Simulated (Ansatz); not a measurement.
The system is CuO.

```xyz
4
Lattice="3.4221 0.0000 0.0000 0.0000 3.4221 0.0000 0.0000 0.0000 4.2605" Properties=species:S:1:pos:R:3 pbc="T T T"
Cu    0.0000    1.7110    0.0000
Cu    1.7110    0.0000    2.1302
O     0.0000    0.0000    1.0651
O     0.0000    0.0000    3.1953
```

Measurements of this composition are mostly on another form, of space group No. 15.

Base run:

* Program: Ansatz 0.2.0
* Functional: PBE
* Potentials or basis: Ansatz PAW
* Cutoff: 800 eV
* Density cutoff: 3200 eV
* k mesh: 8 × 8 × 6
* Occupations: fermi-dirac, width 0.05 eV
* Spin: no spin polarisation

Its results: band gap on the k mesh none (metal or under the smearing width); pressure -2.8 GPa.

The run is repeated on the same cell with these changes: functional from PBE to LDA; cutoff from 800 eV to 420 eV (not typed: the program's choice for these potentials). What comes out?

Band gap on the k mesh none (metal or under the smearing width); pressure -14.0 GPa.

LDA binds more tightly than PBE, so the same cell stands under less pressure.

Caveats: the run has no spin polarisation, though such a crystal can be magnetic; semilocal functionals often make such compounds metallic where correlation or magnetic order opens a gap, which also shifts bond lengths; the PAW data sets come from PBE, with cores solved anew for the run's functional, which leaves a small shift of forces and pressure (some runs).
